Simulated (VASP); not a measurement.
# BN in VASP: notebook

The runs below take BN through single point, with PBE.

All numbers are computed with VASP 6.6.1; they aren't measurements. Logs are shortened: lines on timing, memory, paths and dates and some standing lists are left out, and cuts for length are marked.

## Step 1: Starting point

The cell holds a slab with vacuum, 2 atoms: a = 2.498 Å, b = 2.498 Å, c = 12.000 Å, α = 90.00°, β = 90.00°, γ = 120.00°.

## Step 2: Single point, PBE

The input, INCAR:

```
SYSTEM = BN
  ALGO = Normal
  DIPOL = 0.5 0.5 0.500
  EDIFF = 1E-7
  ENCUT = 400
  GGA = PE
  IDIPOL = 3
  ISIF = 2
  ISMEAR = 0
  LASPH = .True.
  LCHARG = .False.
  LDIPOL = .True.
  LREAL = .False.
  LVACPOTAV = .True.
  LVHAR = .True.
  LWAVE = .False.
  NBANDS = 14
  NELM = 120
  PREC = Accurate
  SIGMA = 0.05
```

The input, KPOINTS:

```
k-points
0
Gamma
  4 4 1
  0 0 0
```

The input, POSCAR:

```
BN
1.0
    2.4982400000      0.0000000000      0.0000000000
   -1.2491200000      2.1635393000      0.0000000000
    0.0000000000      0.0000000000     12.0000000000
N B
1 1
Direct
    0.3333333333      0.6666666667      0.5000000000
    0.6666666667      0.3333333333      0.5000000000
```

Potentials or basis: VASP PAW PBE potentials, release 64 (N, B).

Run with:

```
> cat potpaw_PBE.64/N/POTCAR potpaw_PBE.64/B/POTCAR > POTCAR
> mpirun -np 1 vasp_std > vasp.out
```

OUTCAR:

```text
SYSTEM = BN
   EDIFF = 1E-7
   ENCUT = 400
   GGA = PE
   ISIF = 2
   ISMEAR = 0
   LASPH = .True.
   LREAL = .False.
   NELM = 120
   PREC = Accurate

 Found      4 irreducible k-points:

 Following reciprocal coordinates:
            Coordinates               Weight
  0.000000  0.000000  0.000000      1.000000
  0.250000  0.000000  0.000000      6.000000
  0.500000  0.000000  0.000000      3.000000
  0.250000  0.250000  0.000000      6.000000
   k-points           NKPTS =      4   k-points in BZ     NKDIM =      4   number of bands    NBANDS=     14
   number of dos      NEDOS =    301   number of ions     NIONS =      2
   total plane-waves  NPLWV =  20480
   dimension x,y,z NGX =    16 NGY =   16 NGZ =   80
   dimension x,y,z NGXF=    32 NGYF=   32 NGZF=  160
   ions per type =               1   1
   NGX,Y,Z   is equivalent  to a cutoff of  10.65, 10.65, 11.08 a.u.
   NGXF,Y,Z  is equivalent  to a cutoff of  21.29, 21.29, 22.17 a.u.
 SYSTEM =  BN
   PREC   = accura    normal or accurate (medium, high low for compatibility)
   ISTART =      0    job   : 0-new  1-cont  2-samecut
   ICHARG =      2    charge: 1-file 2-atom 10-const
   ISPIN  =      1    spin polarized calculation?
   LNONCOLLINEAR =      F non collinear calculations
   LSORBIT =      F    spin-orbit coupling
   LASPH  =      T    aspherical Exc in radial PAW
   ENCUT  =  400.0 eV  29.40 Ry    5.42 a.u.   4.07  4.07 19.57*2*pi/ulx,y,z
   NELM   =    120;   NELMIN=  2; NELMDL= -5     # of ELM steps
   EDIFF  = 0.1E-06   stopping-criterion for ELM
   LREAL  =      F    real-space projection
   EDIFFG = 0.1E-05   stopping-criterion for IOM
   NSW    =      0    number of steps for IOM
   IBRION =     -1    ionic relax: 0-MD 1-quasi-New 2-CG
   NFREE  =      0    steps in history (QN), initial steepest desc. (CG)
   ISIF   =      2    stress and relaxation
   ISYM   =      2    0-nonsym 1-usesym 2-fastsym
   POTIM  = 0.5000    time-step for ionic-motion
   TEBEG  =    0.0;   TEEND  =   0.0 temperature during run
   PSTRESS=    0.0 pullay stress
   NELECT =       8.0000    total number of electrons
   NUPDOWN=      -1.0000    fix difference up-down
   EMIN   =  10.00;   EMAX   =-10.00  energy-range for DOS
   EFERMI =   0.00;   METHOD = LEGACY
   ISMEAR =     0;   SIGMA  =   0.05  broadening in eV -4-tet -1-fermi 0-gaus
   EFERMI_NEDOS =   21; number of points for ismear=-14 and -15
   IALGO  =     38    algorithm
   IMIX   =      4    mixing-type and parameters
     AMIX     =   0.40;   BMIX     =  1.00
     AMIX_MAG =   1.60;   BMIX_MAG =  1.00
  volume/ion in A,a.u.               =      32.43       218.85
  Fermi-wavevector in a.u.,A,eV,Ry     =   0.814913  1.539963  9.035408  0.664084
  Thomas-Fermi vector in A             =   1.924906
   LORBIT       =      0    0 simple, 1 ext, 2 COOP (PROOUT), +10 PAW based schemes
   GGA     = PE    functional components
   LHFCALC =     F    Hartree Fock is set to
   AEXX    =    0.0000 exact exchange contribution
   IVDW    =     0    specifies the selected vdW correction
   LEPSILON=     F    determine dielectric tensor
   LRPA    =     F    only Hartree local field effects (RPA)
 non-spin polarized calculation
 Gauss-broadening in eV      SIGMA  =   0.05
  energy-cutoff  :      400.00
  volume of cell :       64.86
 maximum number of plane-waves:      1192
   NGX =  9   NGY =  9   NGZ = 39

 number of electron       8.0000000 magnetization

 dipolmoment           0.000000      0.000000     -0.000000 electrons x Angstroem

 Free energy of the ion-electron system (eV)
  ---------------------------------------------------
  ext. energy  EPLUGINS =         0.00000000
  ---------------------------------------------------
  free energy    TOTEN  =       -17.57273591 eV

  energy without entropy =      -17.57273591  energy(sigma->0) =      -17.57273591

 E-fermi :  -4.1429     XC(G=0):  -3.5083

 val. band max:       -4.4619196972   @ k =   0.5000   0.0000   0.0000
 cond. band min:       1.0748569165   @ k =   0.0000   0.0000   0.0000
 fundamental gap:      5.5367766137
 Fermi energy:        -4.1428887389

 k-point     1 :       0.0000    0.0000    0.0000
  band No.  band energies     occupation
      1     -21.2674      2.00000
      2      -8.8365      2.00000
      3      -4.8643      2.00000
      4      -4.8643      2.00000
      5       1.0749      0.00000
      6       2.3065      0.00000
      7       3.0351      0.00000
      8       6.0323      0.00000
      9       6.9314      0.00000
     10       8.1145      0.00000
     11       8.1145      0.00000
     12       9.6512      0.00000
     13      10.5681      0.00000
     14      13.4424      0.00000

 k-point     2 :       0.2500    0.0000    0.0000
  band No.  band energies     occupation
      1     -20.1087      2.00000
      2      -8.6514      2.00000
      3      -7.2653      2.00000
      4      -6.5010      2.00000
      5       3.0448      0.00000
      6       3.9667      0.00000
      7       4.9942      0.00000
      8       5.9531      0.00000
      9       7.3359      0.00000
     10       8.7330      0.00000
     11       9.3437      0.00000
     12      12.6297      0.00000
     13      13.1636      0.00000
     14      14.3947      0.00000

 k-point     3 :       0.5000    0.0000    0.0000
  band No.  band energies     occupation
      1     -18.1635      2.00000
      2     -12.4682      2.00000
      3      -7.6916      2.00000
      4      -4.4619      2.00000
      5       1.2708      0.00000
      6       6.2736      0.00000
      7       8.9287      0.00000
      8       9.3364      0.00000
      9       9.7499      0.00000
     10      10.4831      0.00000
     11      10.9114      0.00000
     12      11.1783      0.00000
     13      13.0134      0.00000
     14      14.4232      0.00000

 k-point     4 :       0.2500    0.2500    0.0000
  band No.  band energies     occupation
      1     -18.2856      2.00000
      2     -11.1773      2.00000
      3      -9.4379      2.00000
      4      -4.6801      2.00000
      5       2.2240      0.00000
      6       6.8871      0.00000
      7       8.1014      0.00000
      8       8.8819      0.00000
      9      10.5011      0.00000
     10      10.7029      0.00000
     11      11.4834      0.00000
     12      13.1077      0.00000
     13      13.7275      0.00000
     14      15.0807      0.00000

------------------------ aborting loop because EDIFF is reached ----------------------------------------

  FORCE on cell =-STRESS in cart. coord.  units (eV):
  Direction    XX          YY          ZZ          XY          YZ          ZX
  --------------------------------------------------------------------------------------
  -------------------------------------------------------------------------------------
  Total        0.2372289      0.2372289     -0.5318923      0.0000000     -0.0000000     -0.0000000
  in kB        5.8600042      5.8600042    -13.1387518      0.0000000     -0.0000000     -0.0000000
  external PRESSURE =      -0.4729145 kB  Pullay stress =       0.0000000 kB

 VOLUME and BASIS-vectors are now :
 -----------------------------------------------------------------------------
  energy-cutoff  :      400.00
  volume of cell :       64.86
      direct lattice vectors                 reciprocal lattice vectors
     2.498240000  0.000000000  0.000000000     0.400281798  0.231102805  0.000000000
    -1.249120000  2.163539300  0.000000000     0.000000000  0.462205609  0.000000000
     0.000000000  0.000000000 12.000000000     0.000000000  0.000000000  0.083333333

 POSITION                                       TOTAL-FORCE (eV/Angst)
 -----------------------------------------------------------------------------------
     -0.00000      1.44236      6.00000         0.000000      0.000000      0.000000
      1.24912      0.72118      6.00000        -0.000000      0.000000      0.000000
 -----------------------------------------------------------------------------------
    total drift:                                0.000002     -0.000001     -0.000000

  FREE ENERGIE OF THE ION-ELECTRON SYSTEM (eV)
  ---------------------------------------------------
  free  energy   TOTEN  =       -17.5727359136 eV

  energy  without entropy=      -17.5727359136  energy(sigma->0) =      -17.57273591

 vacuum level on the upper side and lower side of the slab         2.248         2.248
```

Run time: 4.8 s. Hardware: 1 thread of Intel Xeon Platinum 8259CL at 2.50GHz (Skylake/Cascade Lake), shared host; peak memory 0.14 GiB.

The run converged, but some of its settings lie outside the range that counts as converged, so its numbers aren't taken as properties of the slab.

Results:

* Free energy: -17.5727 eV
* Band gap on the k mesh: 5.54 eV, indirect (least direct gap 5.73 eV)
* Ionisation potential of the upper face: 6.71 eV

Caveat: the k mesh is coarse (spacing up to 0.73 Å⁻¹), so the values aren't converged; the cutoff is under 1.25 times the usual one of these potentials, so pressure, stress and relaxed cells hold a basis-set (Pulay) error.

## Step 3: Single point, PBE

This run uses another cell than the first one, of 10.81 Å³/atom, 0.333 times its volume.

INCAR: that of step 2 with these lines changed.

```diff
@@ -4,3 +4,3 @@
   EDIFF = 1E-7
-  ENCUT = 400
+  ENCUT = 460
   GGA = PE
```

The input, KPOINTS:

```
k-points
0
Gamma
  8 8 1
  0 0 0
```

POSCAR: that of step 2 with these lines changed.

```diff
@@ -4,3 +4,3 @@
    -1.2491200000      2.1635393000      0.0000000000
-    0.0000000000      0.0000000000     12.0000000000
+    0.0000000000      0.0000000000      4.0000000000
 N B
```

Potentials or basis: VASP PAW PBE potentials, release 64 (N, B).

Run with:

```
> cat potpaw_PBE.64/N/POTCAR potpaw_PBE.64/B/POTCAR > POTCAR
> mpirun -np 1 vasp_std > vasp.out
```

OUTCAR:

```text
SYSTEM = BN
   EDIFF = 1E-7
   ENCUT = 460
   GGA = PE
   ISIF = 2
   ISMEAR = 0
   LASPH = .True.
   LREAL = .False.
   NELM = 120
   PREC = Accurate

 Found     10 irreducible k-points:

 Following reciprocal coordinates:
            Coordinates               Weight
  0.000000  0.000000  0.000000      1.000000
  0.125000 -0.000000  0.000000      6.000000
  0.250000 -0.000000  0.000000      6.000000
  0.375000  0.000000  0.000000      6.000000
  0.500000 -0.000000  0.000000      3.000000
  0.125000  0.125000  0.000000      6.000000
   k-points           NKPTS =     10   k-points in BZ     NKDIM =     10   number of bands    NBANDS=     14
   number of dos      NEDOS =    301   number of ions     NIONS =      2
   total plane-waves  NPLWV =   9072
   dimension x,y,z NGX =    18 NGY =   18 NGZ =   28
   dimension x,y,z NGXF=    36 NGYF=   36 NGZF=   56
   ions per type =               1   1
   NGX,Y,Z   is equivalent  to a cutoff of  11.98, 11.98, 11.64 a.u.
   NGXF,Y,Z  is equivalent  to a cutoff of  23.96, 23.96, 23.27 a.u.
 SYSTEM =  BN
   PREC   = accura    normal or accurate (medium, high low for compatibility)
   ISTART =      0    job   : 0-new  1-cont  2-samecut
   ICHARG =      2    charge: 1-file 2-atom 10-const
   ISPIN  =      1    spin polarized calculation?
   LNONCOLLINEAR =      F non collinear calculations
   LSORBIT =      F    spin-orbit coupling
   LASPH  =      T    aspherical Exc in radial PAW
   ENCUT  =  460.0 eV  33.81 Ry    5.81 a.u.   4.37  4.37  7.00*2*pi/ulx,y,z
   NELM   =    120;   NELMIN=  2; NELMDL= -5     # of ELM steps
   EDIFF  = 0.1E-06   stopping-criterion for ELM
   LREAL  =      F    real-space projection
   EDIFFG = 0.1E-05   stopping-criterion for IOM
   NSW    =      0    number of steps for IOM
   IBRION =     -1    ionic relax: 0-MD 1-quasi-New 2-CG
   NFREE  =      0    steps in history (QN), initial steepest desc. (CG)
   ISIF   =      2    stress and relaxation
   ISYM   =      2    0-nonsym 1-usesym 2-fastsym
   POTIM  = 0.5000    time-step for ionic-motion
   TEBEG  =    0.0;   TEEND  =   0.0 temperature during run
   PSTRESS=    0.0 pullay stress
   NELECT =       8.0000    total number of electrons
   NUPDOWN=      -1.0000    fix difference up-down
   EMIN   =  10.00;   EMAX   =-10.00  energy-range for DOS
   EFERMI =   0.00;   METHOD = LEGACY
   ISMEAR =     0;   SIGMA  =   0.05  broadening in eV -4-tet -1-fermi 0-gaus
   EFERMI_NEDOS =   21; number of points for ismear=-14 and -15
   IALGO  =     38    algorithm
   IMIX   =      4    mixing-type and parameters
[... 27 lines left out ...]
  ---------------------------------------------------
  ext. energy  EPLUGINS =         0.00000000
  ---------------------------------------------------
  free energy    TOTEN  =       -17.11796305 eV

  energy without entropy =      -17.11796305  energy(sigma->0) =      -17.11796305

 E-fermi :   1.5569     XC(G=0):  -8.8040

 val. band max:        1.2449393786   @ k =   0.3750   0.2500   0.0000
 cond. band min:       5.3496869209   @ k =   0.0000   0.0000   0.0000
 fundamental gap:      4.1047475423
 Fermi energy:         1.5569355385

 k-point     1 :       0.0000    0.0000    0.0000
  band No.  band energies     occupation
      1     -16.4633      2.00000
      2      -3.6838      2.00000
      3      -0.0057      2.00000
      4      -0.0057      2.00000
      5       5.3497      0.00000
      6      12.8974      0.00000
      7      12.8974      0.00000
      8      14.0013      0.00000
      9      15.2157      0.00000
     10      23.4315      0.00000
     11      26.3710      0.00000
     12      31.3150      0.00000
     13      31.9619      0.00000
     14      31.9619      0.00000
[... 71 lines left out ...]
      1     -15.5716      2.00000
      2      -2.8690      2.00000
      3      -2.5171      2.00000
      4      -1.6399      2.00000
      5       6.8538      0.00000
      6      11.5792      0.00000
      7      13.1023      0.00000
      8      15.1067      0.00000
      9      18.1365      0.00000
     10      21.8322      0.00000
     11      26.3637      0.00000
     12      27.0576      0.00000
     13      27.1870      0.00000
     14      30.9040      0.00000

 [... further k-points ...]

------------------------ aborting loop because EDIFF is reached ----------------------------------------

  FORCE on cell =-STRESS in cart. coord.  units (eV):
  Direction    XX          YY          ZZ          XY          YZ          ZX
  --------------------------------------------------------------------------------------
  -------------------------------------------------------------------------------------
  Total        0.3292258      0.3292258      2.7351951     -0.0000000      0.0000000      0.0000000
  in kB       24.3975084     24.3975083    202.6935603     -0.0000000      0.0000000      0.0000000
  external PRESSURE =      83.8295257 kB  Pullay stress =       0.0000000 kB

 VOLUME and BASIS-vectors are now :
 -----------------------------------------------------------------------------
  energy-cutoff  :      460.00
  volume of cell :       21.62
      direct lattice vectors                 reciprocal lattice vectors
     2.498240000  0.000000000  0.000000000     0.400281798  0.231102805  0.000000000
    -1.249120000  2.163539300  0.000000000     0.000000000  0.462205609  0.000000000
     0.000000000  0.000000000  4.000000000     0.000000000  0.000000000  0.250000000

 POSITION                                       TOTAL-FORCE (eV/Angst)
 -----------------------------------------------------------------------------------
     -0.00000      1.44236      2.00000         0.000000     -0.000000      0.000000
      1.24912      0.72118      2.00000        -0.000000      0.000000      0.000000
 -----------------------------------------------------------------------------------
    total drift:                                0.000001     -0.000001     -0.000000

  FREE ENERGIE OF THE ION-ELECTRON SYSTEM (eV)
  ---------------------------------------------------
  free  energy   TOTEN  =       -17.1179630452 eV

  energy  without entropy=      -17.1179630452  energy(sigma->0) =      -17.11796305
```

OSZICAR:

```text
N       E                     dE             d eps       ncg     rms          rms(c)
DAV:   1     0.145412891252E+02    0.14541E+02   -0.40054E+03   280   0.466E+02
DAV:   2    -0.185148682602E+02   -0.33056E+02   -0.32117E+02   358   0.132E+02
DAV:   3    -0.192474283264E+02   -0.73256E+00   -0.73197E+00   352   0.177E+01
DAV:   4    -0.192498707624E+02   -0.24424E-02   -0.24424E-02   334   0.118E+00
DAV:   5    -0.192498860940E+02   -0.15332E-04   -0.15332E-04   334   0.746E-02    0.824E+00
DAV:   6    -0.173982633035E+02    0.18516E+01   -0.47150E+00   316   0.102E+01    0.370E+00
DAV:   7    -0.171801748186E+02    0.21809E+00   -0.27322E-01   334   0.337E+00    0.230E+00
DAV:   8    -0.171196093927E+02    0.60565E-01   -0.14079E-01   334   0.196E+00    0.300E-01
DAV:   9    -0.171194738913E+02    0.13550E-03   -0.43705E-03   304   0.420E-01    0.170E-01
DAV:  10    -0.171179934074E+02    0.14805E-02   -0.67010E-04   304   0.187E-01    0.469E-02
DAV:  11    -0.171179683713E+02    0.25036E-04   -0.38099E-05   334   0.343E-02    0.209E-02
DAV:  12    -0.171179630074E+02    0.53639E-05   -0.74303E-06   298   0.147E-02    0.135E-03
DAV:  13    -0.171179630452E+02   -0.37739E-07   -0.21777E-07   352   0.334E-03
   1 F= -.17117963E+02 E0= -.17117963E+02  d E =-.325385E-19
```

Run time: 3.5 s. Hardware: 1 thread of Intel Xeon Platinum 8259CL at 2.50GHz (Skylake/Cascade Lake), shared host; peak memory 0.12 GiB.

The run converged, but some of its settings lie outside the range that counts as converged, so its numbers aren't taken as properties of the slab.

What came out:

```yaml
Free_energy: -17.1180 eV
Band_gap_on_the_k_mesh: 4.10 eV, indirect (least direct gap 5.13 eV)
```

Caveat: the cutoff is under 1.25 times the usual one of these potentials, so pressure, stress and relaxed cells hold a basis-set (Pulay) error.

## Step 4: Single point, PBE

This run uses another cell than the first one, of 10.81 Å³/atom, 0.333 times its volume.

INCAR is that of step 3.

The input, KPOINTS:

```
k-points
0
Gamma
  10 10 1
  0 0 0
```

POSCAR is that of step 3.

Run with:

```
> cat potpaw_PBE.64/N/POTCAR potpaw_PBE.64/B/POTCAR > POTCAR
> mpirun -np 1 vasp_std > vasp.out
```

Run time: 4.1 s. Hardware: 1 thread of Intel Xeon Platinum 8259CL at 2.50GHz (Skylake/Cascade Lake), shared host; peak memory 0.12 GiB.

The run converged, but some of its settings lie outside the range that counts as converged, so its numbers aren't taken as properties of the slab.

Results:

- Free energy: -17.1179 eV
- Band gap on the k mesh: 4.10 eV, indirect (least direct gap 5.16 eV)

Caveat: the cutoff is under 1.25 times the usual one of these potentials, so pressure, stress and relaxed cells hold a basis-set (Pulay) error.
